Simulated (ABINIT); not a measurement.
A run of ABINIT 10.8.3 (patched build):

Contents of run.abi:

```
pp_dirpath "./"
pseudos "Pb.upf, Cs.upf, Br.upf"

acell 11.0926923516 11.0926923516 11.0926923516
rprim
     1.0000000000     0.0000000000     0.0000000000
     0.0000000000     1.0000000000     0.0000000000
     0.0000000000     0.0000000000     1.0000000000
ntypat 3
znucl 82 55 35
natom 5
typat 1 2 3 3 3
xcart
     5.5463461758     5.5463461758     5.5463461758
     0.0000000000     0.0000000000     0.0000000000
     5.5463461758     5.5463461758     0.0000000000
     5.5463461758     0.0000000000     5.5463461758
     0.0000000000     5.5463461758     5.5463461758

ecut 24.0

kptopt 1
ngkpt 4 4 4
nshiftk 1
shiftk 0.0 0.0 0.0

ixc -116133

nband 27
occopt 3
tsmear 0.00183747

nstep 100
tolvrs 1.0e-10

iomode 3
prtwf 0
prtden 0
prteig 0
prtebands 0
```

Potentials or basis: PseudoDojo NC SR PBEsol v0.4.1 standard.

Command:

```bash
$ abinit run.abi > log 2>&1
```

Hardware: 1 thread of Arm Neoverse V1 (shared host).

Q: How long does it take, and how much memory?

A: It took 110 s on 1 thread of Arm Neoverse V1 (shared host), peak memory 0.12 GiB. Counts: scf iterations 14, mpi ranks 1, k points 10, bands 27, plane waves 7712.
